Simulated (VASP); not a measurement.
All values below come from PBE GGA, VASP's PBE PAW potentials (set 64) (plane waves; VASP 6.6.1).

A VASP calculation is set up with these files.

File POSCAR:
```
AlSb
1
    0.0000000000     3.0700000000     3.0700000000
    3.0700000000     0.0000000000     3.0700000000
    3.0700000000     3.0700000000     0.0000000000
Al Sb
1 1
Direct
  0.0000000000   0.0000000000   0.0000000000
  0.2500000000   0.2500000000   0.2500000000
```

### INCAR
```
SYSTEM = AlSb
PREC = Accurate
ENCUT = 520
EDIFF = 1E-6
NELM = 100
ALGO = Normal
LREAL = .FALSE.
LASPH = .TRUE.
ISMEAR = 0
SIGMA = 0.05
GGA = PE
LMAXMIX = 4
LWAVE = .FALSE.
LCHARG = .FALSE.
ISIF = 2
```

**KPOINTS**
```
Automatic mesh
0
Gamma
7 7 7
0 0 0
```

POTCAR, in this order: Al Sb_d_GW (PBE.64 set). Program: vasp_std.

Output of the run:

**OSZICAR**
```
       N       E                     dE             d eps       ncg     rms          rms(c)
DAV:   1     0.110304005757E+03    0.11030E+03   -0.66638E+03   586   0.118E+04
DAV:   2     0.506141842403E+01   -0.10524E+03   -0.10216E+03   879   0.124E+03
DAV:   3    -0.768493414368E+01   -0.12746E+02   -0.12648E+02   823   0.146E+02
DAV:   4    -0.826000804159E+01   -0.57507E+00   -0.57453E+00   766   0.268E+01
DAV:   5    -0.831320150083E+01   -0.53193E-01   -0.53188E-01   727   0.728E+00    0.317E+00
DAV:   6    -0.825153196815E+01    0.61670E-01   -0.69557E-02   887   0.371E+00    0.191E+00
DAV:   7    -0.822714805916E+01    0.24384E-01   -0.64858E-02   680   0.700E+00    0.200E-01
DAV:   8    -0.822829686481E+01   -0.11488E-02   -0.37581E-03   685   0.196E+00    0.877E-02
DAV:   9    -0.822884515330E+01   -0.54829E-03   -0.77294E-04   697   0.444E-01    0.329E-02
DAV:  10    -0.822888971633E+01   -0.44563E-04   -0.10804E-04   816   0.453E-01    0.979E-03
DAV:  11    -0.822890248849E+01   -0.12772E-04   -0.24722E-05   690   0.186E-01    0.279E-03
DAV:  12    -0.822890287951E+01   -0.39102E-06   -0.11109E-06   462   0.249E-02
   1 F= -.82289029E+01 E0= -.82289029E+01  d E =-.633027E-16
```

File OUTCAR:
```
------------------------ aborting loop because EDIFF is reached ----------------------------------------
  FORCE on cell =-STRESS in cart. coord.  units (eV):
  Direction    XX          YY          ZZ          XY          YZ          ZX
  --------------------------------------------------------------------------------------
  Total        0.7972287      0.7972287      0.7972287      0.0000000      0.0000000     -0.0000000
  in kB       22.0723391     22.0723391     22.0723391      0.0000000      0.0000000     -0.0000000
  external PRESSURE =      22.0723391 kB  Pullay stress =       0.0000000 kB
  volume of cell :       57.87
      direct lattice vectors                 reciprocal lattice vectors
     0.000000000  3.070000000  3.070000000    -0.162866450  0.162866450  0.162866450
     3.070000000  0.000000000  3.070000000     0.162866450 -0.162866450  0.162866450
     3.070000000  3.070000000  0.000000000     0.162866450  0.162866450 -0.162866450
 POSITION                                       TOTAL-FORCE (eV/Angst)
 -----------------------------------------------------------------------------------
      0.00000      0.00000      0.00000        -0.000000     -0.000000     -0.000000
      1.53500      1.53500      1.53500         0.000000      0.000000      0.000000
 -----------------------------------------------------------------------------------
    total drift:                                0.000000      0.000000      0.000000
  FREE ENERGIE OF THE ION-ELECTRON SYSTEM (eV)
  ---------------------------------------------------
  free  energy   TOTEN  =        -8.2289028795 eV

  energy  without entropy=       -8.2289028795  energy(sigma->0) =       -8.22890288
```
(Selected blocks of OUTCAR.)

The compound is AlSb in the zinc blende structure. The cell was not relaxed at this level. The run is one of a series of settings (ENCUT = 520, POTCAR Al Sb_d_GW (PBE.64 set) against the base run), some of them coarse on purpose.
